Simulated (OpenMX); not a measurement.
BAs in OpenMX: the effect of dispersion

The system is BAs.

```
CELL_PARAMETERS angstrom
3.23587 0.00000 0.00000
0.00000 3.23587 0.00000
0.00000 0.00000 3.23587
ATOMIC_POSITIONS crystal
B 0.00000 0.00000 0.00000
As 0.50000 0.50000 0.50000
```

The cell was built by a generator and needn't be a form met in nature.

Alike in all runs:

```yaml
Program: OpenMX 3.8.5
Task: single point
Functional: PBE
Potentials_or_basis: OpenMX 2013 PBE set, B7.0-s2p2d1, As7.0-s3p2d2, grid cutoff 500 Ry
k_mesh: 7 × 7 × 7
Occupations: fermi-dirac, width 0.05 eV
Spin: no spin polarisation
```

```csv
dispersion,pressure (GPa)
none,-16.1
D3,-16.2
D3(BJ),-15.9
D4,?
```

**Question.** What does the run with dispersion D4 give?

**Answer.** Pressure -16.9 GPa.

Caveats: the basis of atomic orbitals isn't converged, which shifts pressures, moduli and gaps; pairwise dispersion overbinds metals, which lowers pressure and volume (some runs).
